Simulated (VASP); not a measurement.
# BaS (Fm-3m) in VASP: a series of runs, part 2 of 2

VASP 6.6.1. The steps go on from the part before.

## (4) Single point, PBE

This run uses another cell than the first one, of 33.14 Å³/atom, 0.971 times its volume.

The input, INCAR:

```
SYSTEM = BaS
  PREC = Accurate
  ENCUT = 520
  EDIFF = 1E-6
  ISMEAR = 0
  SIGMA = 0.01
  LREAL = .False.
  LASPH = .True.
  NELM = 80
  ALGO = Normal
  ISIF = 2
  LWAVE = .False.
  LCHARG = .False.
  GGA = PE
  NBANDS = 15
```

The input, KPOINTS:

```
Automatic mesh
0
Gamma
  8 8 8
  0 0 0
```

The input, POSCAR:

```
BaS
1.0
    0.0000000000      3.2119099267      3.2119099267
    3.2119099267      0.0000000000      3.2119099267
    3.2119099267      3.2119099267      0.0000000000
Ba S
1 1
Direct
    0.0000000000      0.0000000000      0.0000000000
    0.5000000000      0.5000000000      0.5000000000
```

Potentials or basis: VASP PAW PBE potentials, release 64 (Ba_sv, S).

Command:

```sh
$ cat potpaw_PBE.64/Ba_sv/POTCAR potpaw_PBE.64/S/POTCAR > POTCAR
$ mpirun -np 1 vasp_std > vasp.out
```

OUTCAR:

```text
SYSTEM = BaS
   PREC = Accurate
   ENCUT = 520
   EDIFF = 1E-6
   ISMEAR = 0
   LREAL = .False.
   LASPH = .True.
   NELM = 80
   ISIF = 2
   GGA = PE

 ion  position               nearest neighbor table
   1  0.000  0.000  0.000-   2 3.21   2 3.21   2 3.21   2 3.21   2 3.21   2 3.21
   2  0.500  0.500  0.500-   1 3.21   1 3.21   1 3.21   1 3.21   1 3.21   1 3.21

  LATTYP: Found a face centered cubic cell.
 ALAT       =     6.4238198534

  Lattice vectors:

 A1 = (   0.0000000000,   3.2119099267,   3.2119099267)
 A2 = (   3.2119099267,   0.0000000000,   3.2119099267)
[... 619 lines left out ...]

  FORCE on cell =-STRESS in cart. coord.  units (eV):
  Direction    XX          YY          ZZ          XY          YZ          ZX
  --------------------------------------------------------------------------------------
  -------------------------------------------------------------------------------------
  Total        0.2666084      0.2666084      0.2666084      0.0000000      0.0000000      0.0000000
  in kB        6.4456149      6.4456149      6.4456149      0.0000000      0.0000000      0.0000000
  external PRESSURE =       6.4456149 kB  Pullay stress =       0.0000000 kB

 VOLUME and BASIS-vectors are now :
 -----------------------------------------------------------------------------
  energy-cutoff  :      520.00
  volume of cell :       66.27
      direct lattice vectors                 reciprocal lattice vectors
     0.000000000  3.211909927  3.211909927    -0.155670617  0.155670617  0.155670617
     3.211909927  0.000000000  3.211909927     0.155670617 -0.155670617  0.155670617
     3.211909927  3.211909927  0.000000000     0.155670617  0.155670617 -0.155670617

 POSITION                                       TOTAL-FORCE (eV/Angst)
 -----------------------------------------------------------------------------------
      0.00000      0.00000      0.00000         0.000000      0.000000      0.000000
      3.21191      3.21191      3.21191        -0.000000     -0.000000     -0.000000
 -----------------------------------------------------------------------------------
    total drift:                                0.000000      0.000000      0.000000

  FREE ENERGIE OF THE ION-ELECTRON SYSTEM (eV)
  ---------------------------------------------------
  free  energy   TOTEN  =       -10.1920972352 eV

  energy  without entropy=      -10.1920972352  energy(sigma->0) =      -10.19209724
```

OSZICAR:

```text
N       E                     dE             d eps       ncg     rms          rms(c)
DAV:   1     0.785787898678E+02    0.78579E+02   -0.66220E+03   870   0.915E+02
DAV:   2    -0.621303008852E+01   -0.84792E+02   -0.77043E+02  1224   0.170E+02
DAV:   3    -0.105992012875E+02   -0.43862E+01   -0.43566E+01  1171   0.393E+01
DAV:   4    -0.106766982427E+02   -0.77497E-01   -0.77482E-01  1126   0.542E+00
DAV:   5    -0.106791011524E+02   -0.24029E-02   -0.24029E-02  1254   0.782E-01    0.471E+00
DAV:   6    -0.101738114241E+02    0.50529E+00   -0.68883E-01  1003   0.499E+00    0.321E+00
DAV:   7    -0.101764803411E+02   -0.26689E-02   -0.18709E-01  1074   0.242E+00    0.210E+00
DAV:   8    -0.101904991139E+02   -0.14019E-01   -0.24619E-02   968   0.113E+00    0.197E-01
DAV:   9    -0.101911287200E+02   -0.62961E-03   -0.33202E-03  1136   0.421E-01    0.159E-01
DAV:  10    -0.101919950515E+02   -0.86633E-03   -0.99292E-04   926   0.209E-01    0.413E-02
DAV:  11    -0.101920940917E+02   -0.99040E-04   -0.12932E-04  1080   0.684E-02    0.134E-02
DAV:  12    -0.101920973329E+02   -0.32412E-05   -0.70549E-06  1017   0.174E-02    0.295E-03
DAV:  13    -0.101920972352E+02    0.97687E-07   -0.31856E-07   890   0.381E-03
   1 F= -.10192097E+02 E0= -.10192097E+02  d E =-.216356E-25
```

Run time: 26 s. Hardware: 1 thread of Intel Xeon Platinum 8488C (Sapphire Rapids), shared host; peak memory 0.21 GiB.

What came out:

```yaml
Free_energy: -10.1921 eV
Pressure: 0.6 GPa
Band_gap_on_the_k_mesh: 2.14 eV, indirect (least direct gap 2.28 eV)
```

Levels at points of the mesh, in eV from the valence-band top:
| k point | band 4 | band 5 | band 6 | band 7 | band 8 | band 9 | band 10 | band 11 | band 12 | band 13 |
| --- | --- | --- | --- | --- | --- | --- | --- | --- | --- | --- |
| (0.00, 0.00, 0.00) | -11.19 | -10.33 | 0.00 | 0.00 | 0.00 | 3.52 | 3.87 | 3.87 | 3.87 | 4.77 |
| (0.50, 0.00, 0.00) | -11.22 | -9.17 | -1.90 | -1.05 | -1.05 | 5.48 | 5.64 | 6.24 | 6.24 | 8.80 |
| (0.50, 0.50, 0.00) | -11.37 | -10.24 | -0.54 | -0.15 | -0.15 | 2.14 | 5.89 | 5.92 | 7.40 | 7.40 |

Caveat: spin-orbit coupling is left out, which moves the levels of the heavy elements.

## (5) Single point, r2SCAN

This run uses another cell than the first one, of 33.14 Å³/atom, 0.971 times its volume.

POSCAR is that of step 4.

The input, INCAR.step1:

```
SYSTEM = BaS
ALGO = Normal
EDIFF = 1E-4
ENCUT = 520
GGA = PE
ISMEAR = 0
LASPH = .TRUE.
LCHARG = .FALSE.
LREAL = .FALSE.
LWAVE = .TRUE.
NBANDS = 15
NELM = 80
PREC = Accurate
SIGMA = 0.01
```

The input, INCAR.step2:

```
SYSTEM = BaS
ALGO = Normal
EDIFF = 1E-7
ENCUT = 520
ISIF = 2
ISMEAR = 0
ISTART = 1
LASPH = .TRUE.
LCHARG = .FALSE.
LMIXTAU = .TRUE.
LREAL = .FALSE.
LWAVE = .FALSE.
METAGGA = R2SCAN
NBANDS = 15
NELM = 80
PREC = Accurate
SIGMA = 0.01
```

The input, KPOINTS:

```
k-points
0
G
  8 8 8
  0 0 0
```

Command:

```sh
$ cat potpaw_PBE.64/Ba_sv/POTCAR potpaw_PBE.64/S/POTCAR > POTCAR
$ cp INCAR.step1 INCAR
$ mpirun -np 1 vasp_std > vasp.out
$ cp INCAR.step2 INCAR
$ mpirun -np 1 vasp_std > vasp.out
```

Run time: 1.7 min. Hardware: 1 thread of Intel Xeon Platinum 8488C (Sapphire Rapids), shared host; peak memory 0.22 GiB.

Results (log left out):

| Quantity | Value |
| --- | --- |
| Free energy | -39.2054 eV |
| Pressure | 0.6 GPa |
| Band gap on the k mesh | 2.49 eV, indirect (least direct gap 2.64 eV) |

Levels at points of the mesh, in eV from the valence-band top:
```csv
k point,band 6,band 7,band 8,band 9,band 10,band 11
"(0.00, 0.00, 0.00)",0.00,0.00,0.00,4.13,4.30,4.30
"(0.50, 0.00, 0.00)",-1.88,-1.05,-1.05,5.98,6.08,6.79
"(0.50, 0.50, 0.00)",-0.54,-0.14,-0.14,2.49,6.48,6.62
```

Caveat: the PAW data sets were made with another functional, which shifts forces and pressure a little; spin-orbit coupling is left out, which moves the levels of the heavy elements.

## (6) The runs side by side

```tsv
level	cell	k mesh	gap on the mesh (eV)	pressure (GPa)
r2SCAN	a = 4.587 Å, angles 60.0°, 2 atoms	6 × 6 × 6	2.54	-0.7
r2SCAN	a = 4.631 Å, angles 60.0°, 2 atoms	6 × 6 × 6	2.57	-1.8
PBE	a = 4.542 Å, angles 60.0°, 2 atoms	8 × 8 × 8	2.14	0.6
r2SCAN	a = 4.542 Å, angles 60.0°, 2 atoms	8 × 8 × 8	2.49	0.6
```

Alike in all rows: task single point; potentials or basis VASP PAW PBE potentials, release 64 (Ba_sv, S); no spin polarisation; cutoff (eV) 520; smearing gaussian 0.01 eV.

Caveats: spin-orbit coupling is left out, which moves the levels of the heavy elements; the PAW data sets were made with another functional, which shifts forces and pressure a little (some runs).

Absolute energies hang on the potentials; compare differences alone.

## (7) Against experiment

Step 4. Against the measured gap of BaS, 3.806 eV (indirect; 2 K; a printed reference work, monograph, original work of 1988), the calculated 2.14 eV is off by -1.67 eV. Spin-orbit coupling on Ba is left out. The value is that of PBE on a finite k mesh, which can miss the band edges, without temperature or zero-point motion. Semilocal functionals fall short of measured gaps as a rule.

Step 5. A measured gap of BaS is 3.806 eV (indirect; 2 K; a printed reference work, monograph, original work of 1988); the calculated 2.49 eV misses it by -1.31 eV. Spin-orbit coupling on Ba is left out. The value is that of r2SCAN on a finite k mesh, which can miss the band edges, without temperature or zero-point motion.
